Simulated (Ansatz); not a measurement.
**How far is this GaAs from the hull?**

The calculation used Ansatz, DFT PBE, scalar-relativistic, plane waves, PAW. All cells share a 420 eV cutoff and Γ-centred k meshes spaced at most about 0.3 Å⁻¹ (2π included). No spin polarisation.

Energies over the elements count from the elements' standard structures at the same level, with no fitted energy shifts.

Temperature and zero-point effects are left out. The reference form of As is held partly by dispersion forces, which this level lacks.

The competitors are the elements and 1 reference phase of this chemical system (from databases or known types: GaAs), relaxed at the same level; other known phases may be missing.

The candidate was reached from: buckled-honeycomb type. This is a two-dimensional sheet: the third axis spans vacuum and isn't periodic.

```
Ga As
1.0
     4.04432    0.00000    0.00000
    -2.02216    3.50249    0.00000
     0.00000    0.00000   25.06288
Ga As
1 1
Direct
  0.33333 0.66667 0.28771
  0.66667 0.33333 0.31079
```

Q: Is it stable, and against what?

A: Not the lowest form: another structure of the same formula lies lower. Its formation energy is 0.052 eV/atom. The lowest competing phase at this composition is this:

```json
{"phase": "GaAs", "space group": "F-43m (No. 216)", "source": "COD", "share of atoms": "1.0000", "ΔE_f (eV/atom)": "-0.352"}
```

The candidate lies 0.40 eV/atom above this phase. The rivals are bulk phases, so the margin includes the cost of making a free sheet.
